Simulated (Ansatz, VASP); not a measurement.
## Two plane-wave programs on PbO

File INCAR:

```
SYSTEM = PbO
PREC = Accurate
ENCUT = 520
EDIFF = 1E-6
ISMEAR = 0
SIGMA = 0.05
LREAL = .FALSE.
LASPH = .TRUE.
NELM = 100
ALGO = Normal
ISIF = 2
LWAVE = .FALSE.
LCHARG = .TRUE.
GGA = PE
LELF = .TRUE.
LVHAR = .TRUE.
NBANDS = 28
```

The input KPOINTS:

```
Automatic mesh
0
G
  8 8 6
  0 0 0
```

POSCAR

```
PbO
1.0
    3.9900000000      0.0000000000      0.0000000000
    0.0000000000      3.9900000000      0.0000000000
    0.0000000000      0.0000000000      5.0100000000
Pb O
2 2
Direct
    0.0000000000      0.5000000000      0.2400000000
    0.5000000000      0.0000000000      0.7600000000
    0.0000000000      0.0000000000      0.0000000000
    0.5000000000      0.5000000000      0.0000000000
```

Input for Ansatz:

```yaml
crystal:
  lattice:
    - [3.99, 0.0, 0.0]
    - [0.0, 3.99, 0.0]
    - [0.0, 0.0, 5.01]
  atoms:
    - { symbol: Pb, position: [0.0, 0.5, 0.24] }
    - { symbol: Pb, position: [0.5, 0.0, 0.76] }
    - { symbol: O, position: [0.0, 0.0, 0.0] }
    - { symbol: O, position: [0.5, 0.5, 0.0] }
basis:
  ecutwfc: 500
  fft_grid_basis: typed
kpoints:
  mp_grid: { grid: [8, 8, 6] }
hamiltonian:
  xc: pbe
scf:
  occupations: { method: gaussian, width: 0.05 }
  n_extra_bands: 6
output:
  forces: true
  stress: false
  eigenvalues: true
  bader: false
  write_density: false
  volumetric_format: npy
  band_densities:
    - { e_range: [-1.18, -0.57] }
    - { e_range: [0.56, 1.17] }
    - { e_range: [-9.21, -6.32] }
    - { e_range: [-6.32, -3.45] }
    - { e_range: [-9.22, -0.55] }
    - { e_range: [-16.62, -14.99] }
    - { e_range: [-18.86, -18.28] }
  dos:
    e_range: [-30, 8]
    de: 0.02
    method: { smearing: { sigma: 0.03, scheme: gaussian } }
    projected: { site_lists: { O: [O], Pb: [Pb] } }
checkpoint:
  read: start.run
  write: ck
  compress: false
  write_wavefunctions: false
  write_every: 100000
```

Alike in both runs: task single point; functional PBE; k mesh 8 × 8 × 6; occupations gaussian, width 0.05 eV; no spin polarisation.

```csv
,VASP,Ansatz
version,VASP 6.6.1,Ansatz 0.2.0
potentials or method,"VASP PAW PBE potentials, release 64 (Pb_d, O)","scalar-relativistic, plane waves, PAW"
plane-wave cutoff (eV),520,500
valence electrons in the cell,40,40
```

Ansatz gave:

| Quantity | Value |
| --- | --- |
| gap on the k mesh at the Fermi level (eV) | 1.15 |
| rms of the force components (eV/Å) | 0.004 |

Task: Which values does VASP return?

Result: gap on the k mesh at the Fermi level (eV): 1.16; rms of the force components (eV/Å): 0.012.

Atom by atom the forces differ by 0.017 eV/Å (rms over components). The functional is the same, so the differences come from potentials, cutoffs and numerics.

Caveats: spin-orbit coupling is left out, which as a rule narrows the gap of such compounds by several tenths of an eV. A k mesh can miss the band edges. A hybrid or GW would open this gap; PBE tends to underestimate it.
